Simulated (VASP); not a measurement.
TiS2:

```
CELL_PARAMETERS angstrom
3.39256 0.00000 0.00000
-1.69628 2.93804 0.00000
0.00000 0.00000 5.76045
ATOMIC_POSITIONS crystal
Ti 0.00000 0.00000 0.00000
S 0.33333 0.66667 0.25520
S 0.66667 0.33333 0.74480
```

The cell was built by a generator and needn't be a form met in nature.

```yaml
Program: VASP 6.6.1
Task: relaxation of cell and atoms
Functional: PBE
Potentials_or_basis: VASP PAW PBE potentials, release 64 (Ti_sv, S)
Cutoff: 600 eV
k_mesh: 12 × 12 × 7
Occupations: methfessel-paxton, width 0.1 eV
Spin: no spin polarisation
```

At the start: pressure -1.3 GPa; volume 19.14 Å³/atom.

Problem. How do energy, volume and symmetry change on relaxing?

Solution. Over 28 steps the energy falls by 19.0 meV/atom and the volume is 21.82 Å³/atom (+14.0 %); space group P-3m1 (No. 164, to 0.05 Å).

Step by step:
```tsv
step	energy change (eV)	largest force (eV/Å)	pressure (GPa)	volume (Å³)
1	0.0000	0.5948	-1.35	57.42
2	-0.0117	0.0741	2.70	56.09
3	-0.0164	0.1649	1.22	56.54
4	-0.0249	0.1299	0.64	57.35
5	-0.0295	0.0835	-0.13	58.55
6	-0.0356	0.0372	0.13	58.95
7	-0.0462	0.1095	0.91	60.11
8	-0.0380	0.4392	2.92	62.37
9	-0.0463	0.2638	1.80	61.04
10	-0.0482	0.2363	1.63	61.32
11	-0.0527	0.1550	1.07	62.17
12	-0.0568	0.0001	0.07	63.87
13	-0.0568	0.0244	-0.05	64.15
14	-0.0568	0.0342	-0.12	64.26
15	-0.0569	0.0316	-0.11	64.31
16	-0.0570	0.0242	-0.05	64.46
17	-0.0571	0.0081	0.06	64.75
18	-0.0571	0.0020	0.10	64.87
19	-0.0570	0.0041	0.14	64.98
20	-0.0571	0.0014	0.08	65.18
21	-0.0571	0.0063	0.03	65.36
22	-0.0571	0.0081	0.05	65.42
23	-0.0571	0.0111	-0.01	65.54
24	-0.0571	0.0103	-0.02	65.52
25	-0.0571	0.0091	-0.01	65.47
26	-0.0571	0.0081	-0.02	65.45
27	-0.0571	0.0079	0.00	65.43
28	-0.0571	0.0040	0.02	65.45
```

Final structure:
```
Ti S
1.0
     3.41185    0.00000    0.00000
    -1.70593    2.95475    0.00000
     0.00000    0.00000    6.49206
Ti S
1 2
Direct
  0.00000 0.00000 0.00000
  0.33333 0.66667 0.21892
  0.66667 0.33333 0.78108
```

Caveat: this functional lacks dispersion, which binds the layers, so the pressure and a relaxed spacing across them are unreliable.
